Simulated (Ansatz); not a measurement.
AlP: checking dH/dP = V

These are results of Ansatz 0.2.0, DFT PBEsol, scalar-relativistic, plane waves, PAW, not measurements. (420 eV cutoff, 8×8×8 k-mesh, Gaussian smearing of 0.02 eV, no spin polarisation)

Starting point, cell and atoms relaxed:

```
Al P
1.0
     0.00000    2.73556    2.73556
     2.73556    0.00000    2.73556
     2.73556    2.73556    0.00000
Al P
1 1
Direct
  0.00000 0.00000 0.00000
  0.75000 0.75000 0.75000
```

Cell and atoms were relaxed at each target pressure within the start's symmetry (F-43m), at zero temperature; other phases can be more stable under pressure. H = E + PV with P the target; E is the free energy at the smearing used, whose derivative the pressure is, per atom and counted from zero pressure. The mesh named is that at zero pressure; some other pressures ran on another.

| P (GPa) | V (Å³/atom) | E − E0 (meV) | H − H0 (meV) |
| --- | --- | --- | --- |
| 0 | 20.471 | 0.0 | 0.0 |
| 3 | 19.814 | 5.9 | 376.9 |
| 8 | 18.912 | 36.5 | 980.8 |
| 15 | 17.924 | 106.4 | 1784.5 |
| 30 | 16.406 | 315.1 | 3387.1 |
| 60 | 14.468 | 843.4 | 6261.5 |

Thermodynamics gives dH/dP = V along a relaxed path. Integrate V over P by the trapezoid rule and compare with the computed enthalpies.

With 1 eV/Å³ = 160.22 GPa, each step adds the mean volume times ΔP / 160.22:
```
P (GPa)  ∫V dP (meV) H − H0 (meV) difference (meV)
      3        377.2         376.9               0.2
      8        981.4         980.8               0.6
     15       1786.1        1784.5               1.7
     30       3393.2        3387.1               6.1
     60       6283.7        6261.5              22.2
```

V(P) curves upward, so the trapezoid rule runs high; integrating a smooth curve through the same points puts that excess at about 21.1 meV at 60 GPa, against the 22.2 meV found.

At 60 GPa, how much of the enthalpy change is stored energy and how much is the PV term?

E rises by 843 meV/atom and PV is 60 × 14.468 / 160.22 = 5418 meV/atom, so PV makes 87 % of ΔH. So between rival structures at high pressure a small difference in volume can outweigh the difference in energy: 1 % of this volume is worth 54.2 meV/atom at this pressure.

What bulk modulus do the lowest pressures give?

From the pressures that the runs reached, -2.99 GPa (21.240 Å³) and 3.00 GPa (19.814 Å³), B = −ΔP/Δln V = 5.99 / 0.0695 = 86 GPa, a mean over that range.

The gap is 1.522 eV at -2.99 GPa and 1.388 eV at 3.00 GPa. What pressure coefficient and volume deformation potential follow?

dE_g/dP = -22.4 meV/GPa, and a_V = dE_g/d ln V = −B dE_g/dP = 1.93 eV. A gap that closes or barely moves under pressure is usual where the conduction edge lies away from the zone centre, has d character, or where the bands broaden faster than they shift. If the edges move to other points of the zone within the range, this is a mean of two slopes. Gaps are Kohn–Sham gaps over the whole zone.